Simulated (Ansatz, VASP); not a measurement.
Two plane-wave programs on ZnSe

The input INCAR:

```
SYSTEM = ZnSe
ALGO = Normal
EDIFF = 1E-6
ENCUT = 520
GGA = PE
ISIF = 2
ISMEAR = 0
LASPH = .True.
LCHARG = .False.
LREAL = .False.
LWAVE = .False.
NBANDS = 16
NELM = 80
PREC = Accurate
SIGMA = 0.01
```

File KPOINTS:

```
k-points
0
Gamma
  6 6 6
  0 0 0
```

File POSCAR:

```
ZnSe
1.0
    0.0000000000      2.8661395722      2.8661395722
    2.8661395722      0.0000000000      2.8661395722
    2.8661395722      2.8661395722      0.0000000000
Zn Se
1 1
Direct
    0.0000000000      0.0000000000      0.0000000000
    0.2500000000      0.2500000000      0.2500000000
```

Input for Ansatz:

```yaml
crystal:
  lattice:
    - [0.0, 2.8661395722, 2.8661395722]
    - [2.8661395722, 0.0, 2.8661395722]
    - [2.8661395722, 2.8661395722, 0.0]
  atoms:
    - { symbol: Zn, position: [0.0, 0.0, 0.0] }
    - { symbol: Se, position: [0.25, 0.25, 0.25] }
kpoints:
  mp_grid: { grid: [6, 6, 6] }
hamiltonian:
  xc: pbe
scf:
  occupations: { method: fixed }
  n_extra_bands: 4
output:
  forces: true
  stress: true
  eigenvalues: true
```

Alike in both runs: task single point; functional PBE; k mesh 6 × 6 × 6; no spin polarisation.

|  | VASP | Ansatz |
| --- | --- | --- |
| version | VASP 6.6.1 | Ansatz 0.2.0 |
| potentials or method | VASP PAW PBE potentials, release 64 (Zn, Se) | plane waves, PAW |
| plane-wave cutoff (eV) | 520 | 420 |
| occupations | gaussian, width 0.01 eV | fixed |
| valence electrons in the cell | 18 | 28 |

|  | VASP | Ansatz | Ansatz less VASP |
| --- | --- | --- | --- |
| gap on the k mesh at the Fermi level (eV) | 1.15 | 1.15 | -0.001 |
| pressure (GPa) | 0.2 | 0.0 | -0.21 |

The two sets of potentials don't hold the same shells in valence.
